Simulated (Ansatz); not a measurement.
## Er: equation of state with PBEsol

Crystal: Er.

```xyz
2
Lattice="3.5588 0.0000 0.0000 -1.7794 3.0820 0.0000 0.0000 0.0000 5.5874" Properties=species:S:1:pos:R:3 pbc="T T T"
Er    1.7794    1.0273    4.1905
Er    0.0000    2.0547    1.3968
```

- Program: Ansatz 0.2.0
- Task: equation of state
- Functional: PBEsol
- Potentials or basis: all-electron LAPW, scalar-relativistic
- Basis error allowed: 0.0005 eV/atom
- k mesh: 9 × 9 × 5
- Occupations: fermi-dirac, width 0.05 eV
- Spin: collinear spin, ferromagnetic start
- Starting moments: [3.0, 3.0] μB

- Equilibrium volume: 31.06 Å³/atom
- Bulk modulus at fixed shape and positions: 25 GPa
- Pressure derivative of the bulk modulus: 3.8

Energy against volume, from the lowest point:
```csv
volume (Å³/atom),energy (meV/atom)
28.804,14.07
29.416,7.18
30.029,2.68
30.642,0.35
31.255,0.00
31.868,1.45
32.481,4.54
```

All runs of the series together: 25 min on 2 threads of Arm Neoverse V2, on a shared host.

Caveat: the cell was scaled at fixed shape and fractional positions, which overstates the stiffness of a crystal with free parameters, most of all of layers and chains. The state reached can hang on the start; a lower one may exist.
